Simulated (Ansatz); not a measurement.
A run of Ansatz 0.2.0 is set up as follows.

Contents of input.yaml:

```yaml
crystal:
  lattice:
    - [0.0, 3.18, 3.18]
    - [3.18, 0.0, 3.18]
    - [3.18, 3.18, 0.0]
  atoms:
    - { symbol: Hg, position: [0.0, 0.0, 0.0] }
    - { symbol: Te, position: [0.5, 0.5, 0.5] }
hamiltonian:
  xc: pbe
  pseudopotentials: { kind: paw }
kpoints:
  mp_grid: { grid: [5, 5, 5] }
scf:
  occupations: { method: fermi_dirac, width: 0.05 }
output:
  forces: true
  stress: true
elastic:
  mode: relaxed_ion
  stencil: two_point
```

Potentials or basis: Ansatz PAW.

Run with:

```console
$ ansatz run input.yaml --threads 2 --pin off --max-ram 5632MiB --backend cpu --events-out ev --progress --plain --runs-dir out
```

Problem. Estimate the elastic constants C11, C12, C44.

Solution. 30, 23, 11 GPa.

Problem. Predict the Voigt bulk modulus.

Solution. 26 GPa.

Problem. What does it give for the pressure?

Solution. -3.6 GPa.

Problem. Predict the band gap on the k mesh.

Solution. None (metal or under the smearing width).

Elastic tensor in Voigt notation (GPa, in the Cartesian axes of the cell as first typed):
```
30 23 23  0  0  0
23 30 23  0  0  0
23 23 30  0  0  0
 0  0  0 11  0  0
 0  0  0  0 11  0
 0  0  0  0  0 11
```

Caveat: the cell is more than 3 GPa from zero pressure, which shifts response properties; elastic constants of metals need much finer meshes, so these are rough. The run has no spin-orbit coupling, so splittings on Hg, Te are missing.
